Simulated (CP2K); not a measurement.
Nb:

```
Nb
1.0
     2.88205    0.00000    0.00000
    -0.96068    2.71722    0.00000
    -0.96068   -1.35861    2.35318
Nb
1
Direct
  0.00000 0.00000 0.00000
```

Base run:

| Quantity | Value |
| --- | --- |
| Program | CP2K 2026.2 |
| Functional | RPBE |
| Potentials or basis | POTENTIAL_UZH Nb GTH-PBE-q13; TZVP-MOLOPT-PBE-GTH basis |
| Density cutoff | 9184 eV |
| k mesh | 11 × 11 × 11 |
| Occupations | fermi-dirac, width 0.05 eV |
| Spin | no spin polarisation |

Its results: band gap on the k mesh none (metal or under the smearing width); pressure 1.5 GPa.

Problem. After a change of settings the same cell gave: band gap on the k mesh none (metal or under the smearing width); pressure -2.2 GPa. Which change was it?
A. functional from RPBE to LDA
B. functional from RPBE to r2SCAN
C. functional from RPBE to OLYP
D. functional from RPBE to PBE

Solution. B.

Caveats: the potentials were made for another functional, which shifts forces and pressure; the basis of atomic orbitals isn't converged, which shifts pressures, moduli and gaps.
